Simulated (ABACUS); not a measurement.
Nb: relaxation of cell and atoms with SCAN

The system is Nb.

```
Nb
1.0
    -1.66395    1.66395    1.66395
     1.66395   -1.66395    1.66395
     1.66395    1.66395   -1.66395
Nb
1
Cartesian
  0.0000 0.0000 0.0000
```

- Program: ABACUS 3.10.1
- Task: relaxation of cell and atoms
- Functional: SCAN
- Potentials or basis: SG15 ONCV 1.2 PBE
- Cutoff: 1361 eV
- Density cutoff: 5442 eV
- Basis: DZP LCAO (the cutoffs set its grid)
- k mesh: 8 × 8 × 8
- Occupations: fermi-dirac, width 0.05 eV
- Spin: no spin polarisation
- Orbital files: Nb Nb_confined-atom_7au_3s2p2d1f.orb
- Max steps of the relaxation: 60
- Force threshold: 0.01 eV/Å
- Optimiser: cg
- Stress threshold: 0.2 kbar
- Radial cutoff of the potentials (pseudo_rcut): 10 bohr
- SCF threshold on the density: 1e-07
- Max SCF steps: 100
- Eigensolver: genelpa
- Mixing: broyden
- Mixing share: 0.7
- Symmetry key: 1
- Bands: 11

| Property | Result |
| --- | --- |
| Relaxed volume | 17.93 Å³/atom |
| Relaxed cell | a = 2.856 Å, b = 2.856 Å, c = 2.856 Å, α = 109.47°, β = 109.47°, γ = 109.47° |
| Space group after relaxing (to 0.05 Å) | Im-3m (No. 229) |
| Energy gained by relaxing | 8.0 meV/atom |
| Ionic steps | 4 |
| Pressure after relaxing | 0.0 GPa |

Step by step:
| step | energy change (eV) | largest force (eV/Å) | pressure (GPa) | volume (Å³) |
| --- | --- | --- | --- | --- |
| 1 | 0.0000 | 0.0000 | -4.96 | 18.43 |
| 2 | 0.0316 | 0.0000 | 12.92 | 16.90 |
| 3 | -0.0080 | 0.0000 | -0.13 | 17.94 |
| 4 | -0.0080 | 0.0000 | -0.01 | 17.93 |

Final structure:
```
Nb
1.0
    -1.64878    1.64878    1.64878
     1.64878   -1.64878    1.64878
     1.64878    1.64878   -1.64878
Nb
1
Cartesian
  0.0000 0.0000 0.0000
```

Wall time 41 s on 4 MPI ranks on Intel(R) Xeon(R) Platinum 8488C (Sapphire Rapids) (shared host), peak memory 0.36 GiB a rank.

Caveat: the atomic orbitals were generated for these runs and aren't a published set; the potentials were made for another functional, which shifts forces and pressure; the basis of atomic orbitals isn't converged, which shifts pressures, moduli and gaps.
